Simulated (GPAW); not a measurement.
Crystal: NaCl.

```
Cl Na
1.0
     0.00000    2.79406    2.79406
     2.79406    0.00000    2.79406
     2.79406    2.79406    0.00000
Cl Na
1 1
Direct
  0.50000 0.50000 0.50000
  0.00000 0.00000 0.00000
```

The cell is a database's computed one.

| Property | Result |
| --- | --- |
| Program | GPAW 26.7.0 |
| Task | single point |
| Functional | PBE |
| Potentials or basis | GPAW PAW data sets (gpaw-data 1.2.1) |
| Cutoff | 800 eV |
| Basis | pw |
| k mesh | 8 × 8 × 8 |
| Occupations | fermi-dirac, width 0.05 eV |
| Spin | no spin polarisation |

On this cell: pressure 1.5 GPa; largest force zero by symmetry; band gap on the k mesh 5.22 eV, direct.

The same run follows on a disturbed copy (atoms moved at random, drawn with an rms of 0.05 Å):

```
CELL_PARAMETERS angstrom
0.00000 2.79406 2.79406
2.79406 0.00000 2.79406
2.79406 2.79406 0.00000
ATOMIC_POSITIONS crystal
Cl 0.48821 0.51264 0.50193
Na 0.99583 0.00299 0.99639
```

Q: What changes?

A: The energy moves by +0.7 meV/atom; pressure 1.5 GPa; largest force 0.066 eV/Å; band gap on the k mesh 5.22 eV, direct.

Forces in eV/Å, atoms in the order of the input:
```
Cl  -0.065  0.009 -0.009
Na   0.065 -0.009  0.009
```

Stress tensor (GPa, compression positive):
```
1.60 0.00 0.00
0.00 1.52 0.00
0.00 0.00 1.52
```

